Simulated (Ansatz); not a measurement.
## SnO: energy along a strain

SnO, P4/nmm, a = 3.802 Å, c = 4.836 Å (as given, not relaxed at this level: -0.1 GPa, forces to 0.06 eV/Å). Ansatz: PBEsol, PAW, 420 eV, Γ-centred 12×12×10 mesh on 4 atoms, Gaussian smearing 0.15 eV; no spin polarisation. Cell vectors (Å): 3.802 0.000 0.000; 0.000 3.802 0.000; 0.000 0.000 4.836. The cell is strained by x per cent times the pattern (1 -1 0 0 0 0) in the order xx yy zz yz xz xy (engineering shears), with fractional coordinates held. y is the free energy over the start, V0 = 17.476 Å³/atom. Symmetry makes y even in x. Points with a strain past 8.5 % were computed too (4) and aren't used here.

| x (%) | y (meV/atom) |
| --- | --- |
| -7.50 | 43.94 |
| 0.00 | 0.00 |
| 1.87 | 2.56 |
| 3.75 | 10.43 |
| 5.62 | ? |

Task: Fit y = c2 x² + c4 x⁴ to the other rows, get the stiffness along the pattern, and predict the missing energy.

Result: Least squares on the rows shown. y = 0.72856 x² + 0.00093505 x⁴. The clamped-ion stiffness p·C·p = 2 × 7.286 eV × 160.2 / 17.476 Å³ = 134 GPa (second derivative at the start, which stands under stress). At x = 5.62 the fit asked for gives 23.94 meV/atom. The run gave 23.95 meV/atom, so the fit is 0.01 meV/atom too low, a small miss on the scale of the series.

The energy rises almost harmonically, with a small positive quartic term that stiffens the lattice at larger strain. By tetragonal symmetry, the 134 GPa measures twice the difference between the in-plane longitudinal and transverse elastic constants, not either constant alone. In the litharge structure this distortion lengthens the Sn–O bonds lying in one vertical plane and shortens those in the perpendicular one, so the resistance probably comes mainly from the Sn–O layer rather than from the soft lone-pair contacts between layers. The cubic parts of the two bond responses cancel, and the hardening that remains suggests that short-range repulsion in the shortened bonds slightly outweighs the softening of the stretched ones. If the ions were free, the oxygens could move alternately up and down along the layer normal, evening out the bond lengths and lowering the stiffness. The close prediction at 5.62 is an interpolation: it supports a smooth energy curve within the fitted range, but doesn't establish the quartic form beyond it.
